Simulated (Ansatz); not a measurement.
## Hf6Si6O23: frames of a relaxation, V_O, charge +1, atoms relaxed at the host's cell

Computed with the plane-wave PAW code Ansatz (scalar-relativistic, PAW set soft_2): PBE, collinear spin, 420 eV cutoff, k-mesh 2×2×2.

Positions in Å and forces in eV/Å; free energies count from the last frame, uniform background for the charge.

```
35
Lattice="-6.645 0.000 0.000 0.000 -6.645 0.000 3.322 3.322 9.022" Properties=species:S:1:pos:R:3:forces:R:3 pbc="T T T" step=1 dE=0.711eV
Hf   -3.323   -3.314    3.006   -0.003   -0.121    0.088
Hf   -6.645    0.042   -0.004    0.003    0.709   -2.487
Hf    0.000    0.006    5.972    0.009   -0.068    1.076
Hf   -3.323    0.011    4.507   -0.018    0.010    0.395
Hf    0.000   -3.383    1.529    0.000   -0.759   -0.351
Hf    0.000   -3.323    7.519   -0.001   -0.041   -0.324
Si    0.000   -3.317    4.510    0.003   -0.091    0.784
Si   -3.323    0.003    1.509   -0.007    0.148    0.085
Si   -3.323    0.059    7.542   -0.001   -0.100   -0.366
Si   -3.323   -3.311    6.014    0.000   -0.012    0.068
Si   -0.004   -0.198    2.913    0.075    2.665    3.023
Si   -3.323   -3.316   -0.005    0.000    0.016   -0.365
O     0.000   -1.228    7.942    0.000   -0.034    0.018
O    -3.323   -4.528    4.917    0.001   -0.104   -0.160
O     1.217   -3.308    3.410   -0.290    0.243   -0.448
O    -2.092   -0.009    0.426    0.470   -0.131    0.370
O    -2.098    0.053    6.452    0.074    0.017   -0.172
O    -1.218   -3.308    3.410    0.289    0.244   -0.448
O    -4.554   -0.009    0.426   -0.468   -0.131    0.368
O     2.097    0.053    6.452   -0.073    0.017   -0.170
O    -3.323   -2.083    4.935    0.001    0.157   -0.195
O     0.000   -5.466    1.915   -0.008   -1.890    0.028
O     0.000    1.234    7.937    0.000    0.024    0.012
O    -1.220   -0.032    4.080    0.530   -0.493   -1.159
O    -4.550   -3.312    1.091   -0.330    0.051    0.220
O     2.100   -3.318    7.106    0.060    0.016    0.241
O     0.000   -2.102    5.606   -0.001    0.091   -0.231
O    -3.323   -5.411    2.588    0.002   -0.064    0.021
O    -3.323    1.249    8.702    0.001    0.328    0.692
O     0.000   -4.542    5.591   -0.001   -0.107   -0.238
O    -3.323   -1.225    2.590    0.003    0.052    0.008
O    -3.323   -1.193    8.609    0.000   -0.207    0.350
O    -2.100   -3.318    7.106   -0.060    0.016    0.241
O     1.220   -0.032    4.080   -0.592   -0.500   -1.195
O    -2.096   -3.312    1.091    0.330    0.051    0.220
```

```
35
Lattice="-6.645 0.000 0.000 0.000 -6.645 0.000 3.322 3.322 9.022" Properties=species:S:1:pos:R:3:forces:R:3 pbc="T T T" step=3 dE=0.073eV
Hf   -3.323   -3.320    2.997    0.001    0.018   -0.121
Hf   -6.645    0.087   -0.116   -0.001   -0.217   -0.174
Hf    0.000   -0.020    6.047   -0.006   -0.149    0.407
Hf   -3.323    0.019    4.515    0.014   -0.042   -0.006
Hf    0.000   -3.422    1.529    0.000    0.390   -0.071
Hf    0.000   -3.358    7.519    0.001    0.101    0.088
Si   -0.001   -3.347    4.525    0.000    0.442   -0.237
Si   -3.323   -0.017    1.498    0.002    0.024   -0.193
Si   -3.323    0.119    7.549    0.000   -0.185    0.283
Si   -3.323   -3.302    5.979    0.000   -0.013    0.349
Si    0.001    0.041    3.053   -0.040   -0.899   -0.296
Si   -3.323   -3.348    0.010   -0.001   -0.017   -0.015
O     0.000   -1.260    7.950    0.000    0.162   -0.043
O    -3.323   -4.521    4.896    0.000   -0.061   -0.050
O     1.201   -3.327    3.389   -0.066   -0.058    0.125
O    -2.075   -0.044    0.418   -0.144    0.061    0.126
O    -2.102    0.084    6.456    0.096    0.030   -0.048
O    -1.202   -3.327    3.389    0.064   -0.058    0.124
O    -4.571   -0.044    0.418    0.144    0.061    0.126
O     2.101    0.084    6.456   -0.095    0.030   -0.051
O    -3.323   -2.068    4.926    0.000    0.123   -0.163
O     0.000   -5.524    1.840    0.001    0.158    0.024
O     0.000    1.201    7.946    0.000   -0.025   -0.040
O    -1.228   -0.025    4.092   -0.306    0.210    0.219
O    -4.558   -3.337    1.095    0.070   -0.014    0.044
O     2.106   -3.311    7.089    0.009   -0.018   -0.140
O    -0.001   -2.117    5.603    0.001    0.072   -0.010
O    -3.323   -5.429    2.583   -0.002   -0.014    0.001
O    -3.323    1.278    8.758    0.000   -0.189   -0.286
O    -0.001   -4.569    5.607    0.001   -0.057   -0.181
O    -3.323   -1.233    2.590   -0.001   -0.024    0.065
O    -3.323   -1.161    8.594    0.000   -0.021   -0.001
O    -2.107   -3.311    7.089   -0.008   -0.018   -0.140
O     1.227   -0.025    4.092    0.336    0.211    0.242
O    -2.088   -3.337    1.095   -0.069   -0.014    0.044
```

```
35
Lattice="-6.645 0.000 0.000 0.000 -6.645 0.000 3.322 3.322 9.022" Properties=species:S:1:pos:R:3:forces:R:3 pbc="T T T" step=6 dE=0.000eV
Hf   -3.323   -3.317    2.993    0.000    0.000    0.000
Hf   -6.645    0.051   -0.125    0.000   -0.004    0.001
Hf    0.000    0.004    6.065    0.000   -0.001   -0.001
Hf   -3.323    0.018    4.515    0.000    0.001    0.001
Hf    0.000   -3.441    1.533    0.000    0.003    0.003
Hf    0.000   -3.334    7.516    0.000   -0.002    0.001
Si    0.000   -3.309    4.520    0.000    0.000    0.001
Si   -3.323   -0.006    1.494    0.000   -0.002    0.004
Si   -3.323    0.075    7.556    0.000    0.002   -0.001
Si   -3.323   -3.304    5.976    0.000    0.001   -0.004
Si    0.000   -0.045    3.053    0.000    0.001   -0.006
Si   -3.323   -3.328    0.012    0.000    0.002    0.001
O     0.000   -1.234    7.949    0.000    0.000    0.002
O    -3.323   -4.524    4.893    0.000   -0.002   -0.001
O     1.200   -3.311    3.389    0.000   -0.002    0.000
O    -2.079   -0.030    0.414   -0.003    0.001   -0.002
O    -2.100    0.069    6.465    0.001   -0.001   -0.001
O    -1.201   -3.311    3.389    0.000   -0.002   -0.001
O    -4.567   -0.030    0.414    0.003    0.001   -0.002
O     2.099    0.069    6.465   -0.001   -0.001   -0.001
O    -3.323   -2.070    4.915    0.000   -0.001    0.001
O     0.000   -5.570    1.855    0.000   -0.001    0.004
O     0.000    1.221    7.948    0.000    0.000   -0.002
O    -1.235   -0.010    4.104    0.000    0.002    0.001
O    -4.557   -3.329    1.098    0.000   -0.001    0.000
O     2.103   -3.315    7.079    0.000    0.000    0.001
O     0.000   -2.087    5.603    0.000    0.001    0.000
O    -3.323   -5.420    2.579    0.000    0.002    0.000
O    -3.323    1.247    8.742    0.000   -0.003   -0.001
O     0.000   -4.545    5.593    0.000    0.002   -0.001
O    -3.323   -1.225    2.587    0.000   -0.001   -0.001
O    -3.323   -1.194    8.606    0.000    0.001    0.001
O    -2.104   -3.315    7.079   -0.001    0.000    0.001
O     1.234   -0.010    4.104    0.000    0.002    0.001
O    -2.089   -3.329    1.098    0.000   -0.001    0.000
```

Caveats: bands were filled unevenly over the k points at some point of the run; a moment set at the start was lost; the odd electron ends without a moment, so a state with one unpaired electron may lie lower.
